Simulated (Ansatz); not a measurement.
# InSe (R3m) in Ansatz: notebook

Aim: see how the results for InSe move with the level of theory and the settings. Levels: PBEsol, RPBE+D3(BJ). Tasks: band structure, single point, equation of state.

Program: Ansatz 0.2.0. These are calculated values, not measurements. Logs are shortened: lines on timing, memory, paths and dates and some standing lists are left out, and cuts for length are marked.

**Measured values to compare with.**

From “The Interaction of Hydrogen with the van der Waals Crystal γ-InSe”, 2020, pmc:7321205, for a bulk crystal of InSe at 300 K: band gap 1.25 eV.

How close the calculation comes is told below.

### 1 Starting point

Symmetry: R3m, No. 160, trigonal system. Conventional cell: a = 4.000 Å, b = 4.000 Å, c = 25.320 Å, α = 90.00°, β = 90.00°, γ = 120.00°. In (site symmetry 3m) is surrounded by 3 Se at 2.63 Å and 1 In at 2.82 Å. In (site symmetry 3m) is surrounded by 3 Se at 2.64 Å and 1 In at 2.82 Å. Se (site symmetry 3m) has 3 In at 2.63 Å as nearest neighbours. Se (site symmetry 3m) has 3 In at 2.64 Å as nearest neighbours.

### 2 Band structure, PBEsol

input.yaml reads:

```yaml
crystal:
  lattice:
    - [2.0, 1.1547005384, 8.44]
    - [-2.0, 1.1547005384, 8.44]
    - [0.0, -2.3094010768, 8.44]
  atoms:
    - { symbol: In, position: [0.8886, 0.8886, 0.8886] }
    - { symbol: In, position: [0.0, 0.0, 0.0] }
    - { symbol: Se, position: [0.1719, 0.1719, 0.1719] }
    - { symbol: Se, position: [0.3835, 0.3835, 0.3835] }
hamiltonian:
  xc: pbesol
  pseudopotentials: { kind: paw }
kpoints:
  mp_grid: { grid: [8, 8, 8] }
  band_path:
    path:
      - [[0.0, 0.0, 0.0], [0.5, 0.0, 0.0], [0.5, 0.1791451724, -0.1791451724]]
      - [[0.8208548276, 0.5, 0.1791451724], [0.5, 0.5, 0.5], [0.0, 0.0, 0.0], [0.3395725862, 0.0, -0.3395725862]]
      - [[0.6604274138, 0.3395725862, 0.0], [0.5, 0.5, 0.0], [0.6604274138, 0.6604274138, 0.1791451724], [0.5, 0.5, 0.5]]
      - [[0.5, 0.0, 0.0], [0.8208548276, 0.3395725862, 0.3395725862]]
    npoints: 14
scf:
  occupations: { method: fermi_dirac, width: 0.05 }
  n_extra_bands: 10
output:
  forces: true
  stress: true
  eigenvalues: true
  fatbands: false
```

Potentials or basis: Ansatz PAW.

On the command line:

```console
ansatz run input.yaml --threads 2 --pin off --max-ram 5120MiB --backend cpu --events-out ev --progress --plain --runs-dir out
```

Log:

```text
Warning: RAYON_NUM_THREADS=2 ignored (pool sized by the plan → 2); use --threads N
basis.fft_grid_basis auto: the FFT boxes are laid along the combinations [[1, 0, -1], [0, 1, -1], [0, 0, 1]] of the cell's own vectors, 4.000, 4.000 and 8.750 Å long. The dense box has 27×27×60 points. Along the cell's own vectors, as sized, it would have 60×60×60, 4.94 times as many. Of the 6 symmetry operations that the crystal satisfies within crystal.symmetry.tolerance (time reversal apart; of a slab, those that keep its plane) the dense box along the cell's own vectors carries 6, and the one as laid loses 4 of those. basis.fft_grid_basis: typed keeps the cell's own vectors: state it where this run's energies or levels are differenced outside the engine with another run's, or held beside a run that keeps those vectors.
scf.n_extra_bands = 10 over 29 filled bands (N_el = 58.0): the run solves 39 bands
Engine: ansatz 0.2.0, x86_64-unknown-linux-gnu
Pseudopotentials: kind: paw
Pseudopotential: In, paw, valence charge 13, recommended cutoff 420 eV (normal), In.paw.azcp
Pseudopotential: Se, paw, valence charge 16, recommended cutoff 420 eV (normal), Se.paw.azcp
Functional definition: PBEsol
  exchange = pbesol_x
  correlation = pbesol_c
Crystal: 4 atoms, lattice volume = 116.948 Å³
Basis set: ecut = 420 eV, 2309 PW (Γ), FFT grids on a1−a3, a2−a3, a3, exchange–correlation on 54×54×120 points (8 copies of the dense FFT grid, shifted against one another)
Bands: 39, of which v1, the nominal top of the filled ones, is band 29 counted from 1 (28 counted from 0)
Symmetry: 6 space group operations
Space group: R3m (ITA 160), of the structure as read, at distance tolerance 4.9e-5 Å
k-points: 65 of 512 (time reversal used)
Non-local potential: In, projectors of the file, l = 0: 2, l = 1: 2, l = 2: 2, l = 3: 2
Non-local potential: Se, projectors of the file, l = 0: 2, l = 1: 2, l = 2: 3, l = 3: 1
PAW form: soft (Blöchl's): semilocal exchange-correlation on the pseudo side does not see the compensation charge
PAW frozen core: In, regenerated for the run's functional, and the local potential with it (the file was generated under x = pbe(κ = 0.804, μ = 0.2195149727645171), c = pbe(β = 0.06672455060314922))
PAW frozen core: Se, regenerated for the run's functional, and the local potential with it (the file was generated under x = pbe(κ = 0.804, μ = 0.2195149727645171), c = pbe(β = 0.06672455060314922))
PAW one-centre angular grid: In, 590 points (default); XC on 64 Gauss nodes
PAW one-centre angular grid: Se, 590 points (default); XC on 64 Gauss nodes
Initial density: superposition of atomic densities (neutral atoms: chi_scale 0, normalization atom), corrected by the library's trained network
Initial wavefunctions: pseudopotential atomic-orbital guess
Functional: x = pbesol(κ = 0.804, μ = 0.12345679012345678), c = pbesol(β = 0.046)
SCF iter   1: F=—  HF=-21901.166352 eV  |F-HF|=—  |Δ(HF+E_count)|=         —  Δρ=4.10e-3  dr2=4.69e-2  ethr=1.77e-3  ⟨swp⟩=6.4  Hψ=10814  notcnv=0  defer=54
preconditioner: auto → Resta (q_TF=auto, 2.427 Å⁻¹)  ε∞=2.9  [insulator: Δε(μ)=0.330 eV  Ē_g=15.431 eV  σ=0.050 eV  W_gap=0.93  n_scr=30 (ndim 8)  ℏωp=21.2 eV  f_vac=0.086  D(μ)=0.01/eV (n_scr^D=0)  ε∞_Penn≈2.9]
SCF iter   2: F=—  HF=-21901.154119 eV  |F-HF|=—  |Δ(HF+E_count)|=   1.22e-2  Δρ=1.62e-3  dr2=3.57e-3  ethr=8.09e-5  ⟨swp⟩=2.0  Hψ=3485  notcnv=0  defer=264
SCF iter   3: F=—  HF=-21901.153541 eV  |F-HF|=—  |Δ(HF+E_count)|=   5.78e-4  Δρ=7.08e-4  dr2=6.87e-4  ethr=6.16e-6  ⟨swp⟩=2.0  Hψ=3471  notcnv=0  defer=264
SCF iter   4: F=—  HF=-21901.153596 eV  |F-HF|=—  |Δ(HF+E_count)|=   5.51e-5  Δρ=2.10e-4  dr2=5.73e-5  ethr=1.18e-6  ⟨swp⟩=2.1  Hψ=2796  notcnv=0  defer=264
SCF iter   5: F=—  HF=-21901.153631 eV  |F-HF|=—  |Δ(HF+E_count)|=   3.55e-5  Δρ=3.35e-5  dr2=1.63e-6  ethr=9.88e-8  ⟨swp⟩=2.0  Hψ=2856  notcnv=0  defer=264
SCF iter   6: F=—  HF=-21901.153634 eV  |F-HF|=—  |Δ(HF+E_count)|=   2.32e-6  Δρ=1.02e-5  dr2=1.41e-7  ethr=2.81e-9  ⟨swp⟩=2.0  Hψ=4157  notcnv=0  defer=264
SCF iter   7: F=-21901.153634 eV  HF=-21901.153634 eV  |F-HF|=1.79e-8  |Δ(HF+E_count)|=   5.08e-8  Δρ=3.06e-6  dr2=1.28e-8  ethr=1.72e-10  ⟨swp⟩=9.5  Hψ=12368  notcnv=0
SCF 1 converged in 7 iterations: F = -21901.153634 eV  dr2 = 1.28e-8
NSCF: frozen V_eff on 130 k-points
SCF converged after 7 iterations
Free energy (F): -21901.153634 eV
Harris-Foulkes:  -21901.153634 eV  (|F-HF|=1.79e-8)
Internal energy: -21901.153555 eV  (E = F + TS)
E sigma→0 (E₀):  -21901.153594 eV
Entropy (-TS):   -0.000079 eV (-0.020 meV/atom)
Fermi energy:    7.328934 eV
--- Per-component energies (eV) ---
  E_band       = -921.054224
  E_kinetic    = 723.303799
  E_local      = -7924.134856  (includes V_loc(G=0)·N_el)
  E_nonlocal   = -448.438367
  E_hartree    = 3646.909733
  E_xc         = -632.959938
  E_vxc        = -395.076602  (∫ρ·V_xc dr)
  E_paw        = -11904.117651  (= ΣΔE_a)
  E_vpaw       = -170.526069  (= ΣTr[D̂ρ^β])
  E_aug_tail   = -0.001163  (compensation charges beyond the density's cutoff)
  E_ewald      = -5364.203816
  E_core_change = 2.488706  (= ΣΔE_core)
  E_smearing   = -0.000079  (= −TS)
  E_closure    = -0.000000  (closes the sum)
  Σ components = -21901.153634   (vs F -21901.153634, Δ=0.00e0)
--- Forces (eV/Å), atoms counted from 1 ---
  atom   1  In     0.00000000    -0.00000000     0.30011794
  atom   2  In     0.00000000     0.00000000    -0.28206554
  atom   3  Se     0.00000000     0.00000000    -0.08721390
  atom   4  Se     0.00000000    -0.00000000     0.06915065
  max |Σ_I F_I| component: 1.09e-5 eV/Å
--- Stress (GPa, compression-positive) ---
        0.494548       0.000000       0.000000
        0.000000       0.494548       0.000000
        0.000000       0.000000      -0.487912
  P = ⅓ Tr σ = 0.1671 GPa (1.671 kbar)
--- Band table (eV; the first three rows and the last of 65) ---
  k-point 0: bands = ["-40.3864", "-40.3864", "-40.3785", "-40.3785", "-40.3575", "-40.3575", "-40.3512", "-40.3512", "-40.3467", "-40.3409", "-7.5767", "-7.4034", "-7.4034", "-7.3297", "-7.3297", "-7.3055", "-7.3055", "-7.1454", "-7.1389", "-7.1389", "-6.4354", "-6.0262", "0.8136", "3.6734", "5.5999", "5.8409", "5.8409", "5.9346", "5.9346", "8.7818", "9.1466", "11.5098", "11.5098", "12.2551", "12.5860", "12.5860", "14.5626", "15.6572", "16.2443"]
  k-point 1: bands = ["-40.3864", "-40.3864", "-40.3785", "-40.3785", "-40.3576", "-40.3575", "-40.3512", "-40.3512", "-40.3467", "-40.3409", "-7.5843", "-7.4620", "-7.4034", "-7.3997", "-7.3183", "-7.3098", "-7.2984", "-7.1757", "-7.1402", "-7.0807", "-6.2533", "-5.8768", "0.9271", "3.4000", "4.8252", "5.4468", "5.6414", "5.7675", "6.0215", "9.1363", "9.8424", "10.7908", "11.6647", "11.9065", "12.6062", "12.9383", "14.1952", "15.5290", "16.0867"]
  k-point 2: bands = ["-40.3864", "-40.3863", "-40.3785", "-40.3783", "-40.3576", "-40.3575", "-40.3512", "-40.3512", "-40.3466", "-40.3408", "-7.6476", "-7.5299", "-7.5093", "-7.3951", "-7.3203", "-7.2909", "-7.2767", "-7.1913", "-7.1429", "-7.0278", "-5.8277", "-5.5151", "1.1256", "2.6233", "3.6334", "5.0917", "5.2449", "5.3832", "6.1321", "9.1010", "9.2925", "11.1116", "11.3206", "11.8838", "13.4993", "13.5085", "13.7828", "14.9423", "15.5222"]
  k-point 64: bands = ["-40.3864", "-40.3864", "-40.3785", "-40.3785", "-40.3575", "-40.3575", "-40.3512", "-40.3512", "-40.3467", "-40.3409", "-7.5762", "-7.4036", "-7.4036", "-7.3295", "-7.3295", "-7.3056", "-7.3056", "-7.1568", "-7.1387", "-7.1387", "-6.2842", "-6.1826", "1.1647", "2.7760", "5.7722", "5.7722", "6.0098", "6.0098", "7.1449", "7.4872", "9.2116", "11.4255", "11.4255", "12.7129", "12.7129", "12.7482", "15.0339", "15.7388", "15.9005"]
```

It took 46 s on 2 threads of Intel Xeon at 2.50GHz (Skylake/Cascade Lake), shared host; peak memory 0.58 GiB.

Results:

```yaml
Free_energy: -21901.1536 eV
Pressure: 0.2 GPa
Largest_force: 0.300 eV/Å
Band_gap_on_the_k_mesh: 0.34 eV, direct
Band_gap_along_the_path: 0.34 eV, direct
```

Forces in eV/Å, atoms in the order of the input:
```
In   0.000  0.000  0.300
In   0.000  0.000 -0.282
Se   0.000  0.000 -0.087
Se   0.000  0.000  0.069
```

Levels at the corners of the path, in eV from the valence-band top:
| point | band 25 | band 26 | band 27 | band 28 | band 29 | band 30 | band 31 | band 32 | band 33 | band 34 |
| --- | --- | --- | --- | --- | --- | --- | --- | --- | --- | --- |
| Γ | -1.54 | -1.30 | -1.30 | -1.21 | -1.21 | 1.64 | 2.00 | 4.36 | 4.36 | 5.11 |
| L | -3.49 | -2.40 | -2.35 | -2.25 | -1.68 | 1.14 | 1.91 | 3.56 | 3.91 | 4.78 |
| B1 | -4.03 | -3.70 | -2.55 | -2.25 | -1.76 | 1.67 | 2.40 | 3.32 | 4.34 | 5.67 |
| B | -4.03 | -3.70 | -2.55 | -2.25 | -1.76 | 1.67 | 2.40 | 3.32 | 4.34 | 5.67 |
| Z | -1.37 | -1.37 | -1.14 | -1.14 | 0.00 | 0.34 | 2.07 | 4.28 | 4.28 | 5.57 |
| Γ | -1.54 | -1.30 | -1.30 | -1.21 | -1.21 | 1.64 | 2.00 | 4.36 | 4.36 | 5.11 |
| X | -4.04 | -3.72 | -2.58 | -2.23 | -1.73 | 1.72 | 2.31 | 3.36 | 4.31 | 5.69 |
| Q | -4.04 | -3.72 | -2.58 | -2.23 | -1.73 | 1.72 | 2.31 | 3.36 | 4.31 | 5.69 |
| F | -3.25 | -2.67 | -2.51 | -2.06 | -1.52 | 1.12 | 1.92 | 3.21 | 3.53 | 4.37 |
| P1 | -3.29 | -2.60 | -2.48 | -2.09 | -1.65 | 1.34 | 1.74 | 3.28 | 3.70 | 4.45 |
| Z | -1.37 | -1.37 | -1.14 | -1.14 | 0.00 | 0.34 | 2.07 | 4.28 | 4.28 | 5.57 |
| L | -3.49 | -2.40 | -2.35 | -2.25 | -1.68 | 1.14 | 1.91 | 3.56 | 3.91 | 4.78 |
| P | -3.29 | -2.60 | -2.48 | -2.09 | -1.65 | 1.34 | 1.74 | 3.28 | 3.70 | 4.45 |

Caveat: spin-orbit coupling is left out, which moves the levels of the heavy elements; the PAW data sets come from PBE, with cores solved anew for the run's functional, which leaves a small shift of forces and pressure.

### 3 Single point, RPBE+D3(BJ), 27.48 Å³/atom (volume scaled by 0.94)

input.yaml reads:

```yaml
crystal:
  lattice:
    - [1.9591722174, 1.1311286071, 8.2677067576]
    - [-1.9591722174, 1.1311286071, 8.2677067576]
    - [0.0, -2.2622572143, 8.2677067576]
  atoms:
    - { symbol: In, position: [0.8886, 0.8886, 0.8886] }
    - { symbol: In, position: [0.0, 0.0, 0.0] }
    - { symbol: Se, position: [0.1719, 0.1719, 0.1719] }
    - { symbol: Se, position: [0.3835, 0.3835, 0.3835] }
hamiltonian:
  xc: rpbe
  pseudopotentials: { kind: paw }
  dispersion: d3bj
kpoints:
  mp_grid: { grid: [8, 8, 8] }
scf:
  occupations: { method: fermi_dirac, width: 0.05 }
output:
  forces: true
  stress: true
  eigenvalues: true
```

Potentials or basis: Ansatz PAW.

On the command line:

```console
ansatz run input.yaml --threads 2 --pin off --max-ram 5120MiB --backend cpu --events-out ev --progress --plain --runs-dir out
```

Log:

```text
Warning: RAYON_NUM_THREADS=2 ignored (pool sized by the plan → 2); use --threads N
basis.fft_grid_basis auto: the FFT boxes are laid along the combinations [[1, 0, -1], [0, 1, -1], [0, 0, 1]] of the cell's own vectors, 3.918, 3.918 and 8.572 Å long. The dense box has 27×27×60 points. Along the cell's own vectors, as sized, it would have 60×60×60, 4.94 times as many. Of the 6 symmetry operations that the crystal satisfies within crystal.symmetry.tolerance (time reversal apart; of a slab, those that keep its plane) the dense box along the cell's own vectors carries 6, and the one as laid loses 4 of those. basis.fft_grid_basis: typed keeps the cell's own vectors: state it where this run's energies or levels are differenced outside the engine with another run's, or held beside a run that keeps those vectors.
[... 4 set-up lines as earlier in the session ...]
Functional definition: RPBE
  parameter kappa = 0.804
  parameter beta = 0.06672455060314922
  exchange = rpbe_x(kappa = kappa, mu = beta*pi^2/3)
  correlation = pbe_c(beta = beta)
Crystal: 4 atoms, lattice volume = 109.931 Å³
Basis set: ecut = 420 eV, 2175 PW (Γ), FFT grids on a1−a3, a2−a3, a3, exchange–correlation on 54×54×120 points (8 copies of the dense FFT grid, shifted against one another)
Bands: 35, of which v1, the nominal top of the filled ones, is band 29 counted from 1 (28 counted from 0)
[... 1 set-up line as earlier in the session ...]
Space group: R3m (ITA 160), of the structure as read, at distance tolerance 4.8e-5 Å
k-points: 65 of 512 (time reversal used)
[... 9 set-up lines as earlier in the session ...]
Functional: x = rpbe, c = pbe(β = 0.06672455060314922)
SCF iter   1: F=—  HF=-22170.413716 eV  |F-HF|=—  |Δ(HF+E_count)|=         —  Δρ=2.93e-3  dr2=1.10e-2  ethr=1.77e-3  ⟨swp⟩=6.7  Hψ=9523  notcnv=0
preconditioner: auto → Resta (q_TF=auto, 2.453 Å⁻¹)  ε∞=3.3  [insulator: Δε(μ)=0.736 eV  Ē_g=14.351 eV  σ=0.050 eV  W_gap=1.00  n_scr=30 (ndim 8)  ℏωp=21.8 eV  f_vac=0.066  D(μ)=0.00/eV (n_scr^D=0)  ε∞_Penn≈3.3]
SCF iter   2: F=—  HF=-22170.409877 eV  |F-HF|=—  |Δ(HF+E_count)|=   3.84e-3  Δρ=9.08e-4  dr2=6.16e-4  ethr=1.89e-5  ⟨swp⟩=2.1  Hψ=4398  notcnv=0  defer=28
SCF iter   3: F=—  HF=-22170.410225 eV  |F-HF|=—  |Δ(HF+E_count)|=   3.48e-4  Δρ=5.08e-4  dr2=2.20e-4  ethr=1.06e-6  ⟨swp⟩=2.2  Hψ=2781  notcnv=0  defer=3
automatic band count: iteration 3 solves 34 bands in place of 35: the levels show a gap, and the empty bands left out lie too high to hold charge; the band table lists the bands solved (type scf.n_extra_bands for more)
SCF iter   4: F=—  HF=-22170.410490 eV  |F-HF|=—  |Δ(HF+E_count)|=   2.65e-4  Δρ=6.95e-5  dr2=8.69e-6  ethr=3.79e-7  ⟨swp⟩=2.0  Hψ=2789  notcnv=0  defer=3
SCF iter   5: F=—  HF=-22170.410510 eV  |F-HF|=—  |Δ(HF+E_count)|=   2.02e-5  Δρ=3.99e-5  dr2=3.36e-6  ethr=1.50e-8  ⟨swp⟩=2.0  Hψ=4089  notcnv=0  defer=3
SCF iter   6: F=—  HF=-22170.410516 eV  |F-HF|=—  |Δ(HF+E_count)|=   5.85e-6  Δρ=1.69e-5  dr2=4.49e-7  ethr=5.79e-9  ⟨swp⟩=2.0  Hψ=4089  notcnv=0  defer=3
SCF iter   7: F=-22170.410518 eV  HF=-22170.410518 eV  |F-HF|=1.34e-7  |Δ(HF+E_count)|=   1.49e-6  Δρ=5.64e-6  dr2=4.77e-8  ethr=1.72e-10  ⟨swp⟩=6.6  Hψ=9434  notcnv=0
SCF 1 converged in 7 iterations: F = -22170.410518 eV  dr2 = 4.77e-8
SCF converged after 7 iterations
Free energy (F): -22170.410518 eV
Harris-Foulkes:  -22170.410518 eV  (|F-HF|=1.34e-7)
Internal energy: -22170.410515 eV  (E = F + TS)
E sigma→0 (E₀):  -22170.410517 eV
Entropy (-TS):   -0.000002 eV (-0.001 meV/atom)
Fermi energy:    8.630636 eV
--- Per-component energies (eV) ---
  E_band       = -864.692798
  E_kinetic    = 726.891879
  E_local      = -7734.432804  (includes V_loc(G=0)·N_el)
  E_nonlocal   = -461.147768
  E_hartree    = 3582.442853
  E_xc         = -641.904920
  E_vxc        = -396.068992  (∫ρ·V_xc dr)
  E_paw        = -12159.961831  (= ΣΔE_a)
  E_vpaw       = -164.806631  (= ΣTr[D̂ρ^β])
  E_aug_tail   = -0.001122  (compensation charges beyond the density's cutoff)
  E_ewald      = -5475.990082
  E_disp       = -5.892233  (pairwise vdW)
  E_core_change = -0.414486  (= ΣΔE_core)
  E_smearing   = -0.000002  (= −TS)
  E_closure    = 0.000000  (closes the sum)
  Σ components = -22170.410518   (vs F -22170.410518, Δ=0.00e0)
--- Forces (eV/Å), atoms counted from 1 ---
  atom   1  In     0.00000000    -0.00000000     0.69690184
  atom   2  In     0.00000000     0.00000000    -0.66369479
  atom   3  Se     0.00000000     0.00000000    -0.70029715
  atom   4  Se     0.00000000    -0.00000000     0.66710300
  max |Σ_I F_I| component: 1.29e-5 eV/Å
--- Stress (GPa, compression-positive) ---
       -1.825423       0.000000       0.000000
        0.000000      -1.825423      -0.000000
       -0.000000      -0.000000      -1.132005
  P = ⅓ Tr σ = -1.5943 GPa (-15.943 kbar)
--- Band table (eV; the first three rows and the last of 65) ---
  k-point 0: bands = ["-39.2921", "-39.2921", "-39.2838", "-39.2838", "-39.2607", "-39.2607", "-39.2539", "-39.2539", "-39.2486", "-39.2424", "-6.7356", "-6.5377", "-6.5377", "-6.4529", "-6.4529", "-6.4220", "-6.4220", "-6.2689", "-6.2284", "-6.2284", "-5.6582", "-5.1722", "1.6879", "4.8016", "6.6397", "6.8589", "6.8589", "6.9589", "6.9589", "10.1802", "10.5941", "12.7612", "12.7612", "13.6103"]
  k-point 1: bands = ["-39.2921", "-39.2920", "-39.2838", "-39.2837", "-39.2607", "-39.2607", "-39.2540", "-39.2539", "-39.2485", "-39.2424", "-6.7484", "-6.6073", "-6.5490", "-6.5330", "-6.4392", "-6.4274", "-6.4138", "-6.2785", "-6.2300", "-6.1732", "-5.4461", "-5.0048", "1.8180", "4.5039", "5.8337", "6.4285", "6.6431", "6.7773", "7.0381", "10.5694", "11.2690", "12.0943", "12.9348", "13.1949"]
  k-point 2: bands = ["-39.2921", "-39.2919", "-39.2838", "-39.2836", "-39.2607", "-39.2607", "-39.2540", "-39.2539", "-39.2485", "-39.2423", "-6.8303", "-6.6979", "-6.6540", "-6.5271", "-6.4404", "-6.4064", "-6.3881", "-6.2923", "-6.2333", "-6.1076", "-4.9618", "-4.5964", "2.0608", "3.6284", "4.5216", "6.0598", "6.2158", "6.3607", "7.1604", "10.3730", "10.6927", "12.3739", "12.7129", "13.1796"]
  k-point 64: bands = ["-39.2921", "-39.2921", "-39.2838", "-39.2838", "-39.2607", "-39.2607", "-39.2539", "-39.2539", "-39.2486", "-39.2424", "-6.7344", "-6.5379", "-6.5379", "-6.4527", "-6.4527", "-6.4221", "-6.4221", "-6.2905", "-6.2282", "-6.2282", "-5.4516", "-5.3799", "2.1155", "3.7149", "6.7830", "6.7830", "7.0421", "7.0421", "8.2428", "8.9967", "10.5926", "12.6698", "12.6698", "14.0155"]
```

Wall time 19 s (2 threads of Intel Xeon at 2.50GHz (Skylake/Cascade Lake), shared host); peak memory 0.5 GiB.

Results:

```
Free energy            : -22170.4105 eV
Pressure               : -1.6 GPa
Largest force          : 0.700 eV/Å
Band gap on the k mesh : 0.75 eV, direct
```

Caveat: spin-orbit coupling is left out, which moves the levels of the heavy elements; the PAW data sets come from PBE, with cores solved anew for the run's functional, which leaves a small shift of forces and pressure.

### 4 Single point, RPBE+D3(BJ), 28.07 Å³/atom (volume scaled by 0.96)

Changes to input.yaml since step 3:

```diff
@@ -2,5 +2,5 @@
   lattice:
-    - [1.9591722174, 1.1311286071, 8.2677067576]
-    - [-1.9591722174, 1.1311286071, 8.2677067576]
-    - [0.0, -2.2622572143, 8.2677067576]
+    - [1.9729696595, 1.139094564, 8.3259319629]
+    - [-1.9729696595, 1.139094564, 8.3259319629]
+    - [0.0, -2.278189128, 8.3259319629]
   atoms:
```

On the command line:

```console
ansatz run input.yaml --threads 2 --pin off --max-ram 5120MiB --backend cpu --events-out ev --progress --plain --runs-dir out
```

Wall time 19 s (2 threads of Intel Xeon at 2.50GHz (Skylake/Cascade Lake), shared host); peak memory 0.5 GiB.

Results (log left out):

```
Free energy            : -22170.3791 eV
Pressure               : -2.7 GPa
Largest force          : 0.588 eV/Å
Band gap on the k mesh : 0.69 eV, direct
```

Caveat: spin-orbit coupling is left out, which moves the levels of the heavy elements; the PAW data sets come from PBE, with cores solved anew for the run's functional, which leaves a small shift of forces and pressure.

(Continued in part 2 of 2.)
